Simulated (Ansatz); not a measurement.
# InAs: the cost of one run

Computed with Ansatz 0.2.0 (DFT PBEsol, scalar-relativistic, plane waves, PAW, unless a step's input says otherwise).

The COD entry's cell or inner coordinates are ideal or old and differ from later refinements, so a difference from it is no clean test against experiment.

2 further runs of the same task are left out: 1 that didn't finish, 1 set aside as unsound or not needed.

**1. The structure to begin with**

Symmetry: F-43m, No. 216, cubic system. Conventional cell: a = 6.087 Å, b = 6.087 Å, c = 6.087 Å, α = 90.00°, β = 90.00°, γ = 90.00°. In (site symmetry -43m) has 4 As at 2.64 Å as nearest neighbours. Around As (site symmetry -43m) lie 4 In at 2.64 Å.

Structure file:

```xyz
2
Lattice="0.0000 3.0437 3.0437 3.0437 0.0000 3.0437 3.0437 3.0437 0.0000" Properties=species:S:1:pos:R:3 pbc="T T T"
In    0.0000    0.0000    0.0000
As    4.5656    4.5656    4.5656
```

It is the result of an earlier relaxation at this level (volume 28.20 Å³/atom; gap on the mesh: none (metal)).

**2. Cutting the slab**

Miller indices refer to the conventional cell of the relaxed bulk, F-43m (No. 216): a = 6.087 Å, b = 6.087 Å, c = 6.087 Å, α = 90.00°, β = 90.00°, γ = 90.00°.

A (111) slab, 7.9 Å thick as cut, with 17 Å of vacuum; its outer planes are In (top) and As (bottom).

The slab as cut. Its planes from the bottom up:

| plane | atoms per cell | height over the lowest (Å) |
| --- | --- | --- |
| 1 | As | 0.00 |
| 2 | In | 0.88 |
| 3 | As | 3.51 |
| 4 | In | 4.39 |
| 5 | As | 7.03 |
| 6 | In | 7.91 |

**3. Relaxing the clean slab**

File input.yaml:

```yaml
crystal:
  lattice:
    - [4.3044884349, 0.0, 0.0]
    - [-2.1522442175, 3.727796335, 0.0]
    - [0.0, 0.0, 24.907850202]
  atoms:
    - { symbol: As, position: [0.0, 0.0, 0.3412578738] }
    - { symbol: In, position: [0.3333333333, 0.6666666667, 0.3765339018] }
    - { symbol: As, position: [0.3333333333, 0.6666666667, 0.482361986] }
    - { symbol: In, position: [0.6666666667, 0.3333333333, 0.517638014] }
    - { symbol: As, position: [0.6666666667, 0.3333333333, 0.6234660982] }
    - { symbol: In, position: [0.0, 0.0, 0.6587421262] }
basis:
  ecutwfc: 420
kpoints:
  mp_grid: { grid: [9, 9, 1] }
hamiltonian:
  xc: pbesol
scf:
  occupations: { method: gaussian, width: 0.1 }
output:
  forces: true
  eigenvalues: true
  write_density: true
  write_potential: true
  elf: true
  volumetric_format: npy
relax:
  adjacent_minimum: "off"
  f_tol: 0.03
  max_steps: 70
  constraints: [{ sites: [0, 1, 2] }]
efield:
  axis: 3
  dipole_correction: true
  ramp_width: 0.04
```

Run with:

```bash
$ ansatz run input.yaml --threads 4 --pin off --max-ram 10240MiB --backend cpu --events-out ev --progress --plain --runs-dir out
```

Q: Estimate wall time and peak memory on 4 threads of AMD EPYC, shared host.

About 73 s, with a peak of 0.98 GiB.
